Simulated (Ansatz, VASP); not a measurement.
# One calculation of Al, two programs

```
Al
1.0
     0.00000    1.99136    1.79223
     1.99136    0.00000    1.79223
     1.99136    1.99136    0.00000
Al
1
Direct
  0.00000 0.00000 0.00000
```

Change from the starting cell: strain -0.1000 x Voigt [0, 0, 1, 0, 0, 0], atoms carried along.

Alike in both runs: task single point; functional PBE; dispersion D3(BJ); k mesh 26 × 26 × 26; occupations gaussian, width 0.15 eV; no spin polarisation.

```csv
,VASP,Ansatz
version,VASP 6.6.1,Ansatz 0.2.0
potentials or method,"VASP PAW PBE potentials, release 64 (Al)","scalar-relativistic, plane waves, PAW"
plane-wave cutoff (eV),520,420
valence electrons in the cell,3,3
```

Ansatz gave:

```
gap on the k mesh at the Fermi level (eV)       : none
pressure (GPa)                                  : 12.3
largest component of the traceless stress (GPa) : 5.62
```

Which values does VASP return?

gap on the k mesh at the Fermi level (eV): none; pressure (GPa): 12.3; largest component of the traceless stress (GPa): 5.63.

A gap of «none» marks a metal or a gap that the smearing closes.

Caveats: pairwise dispersion overbinds metals, which lowers pressure and volume.
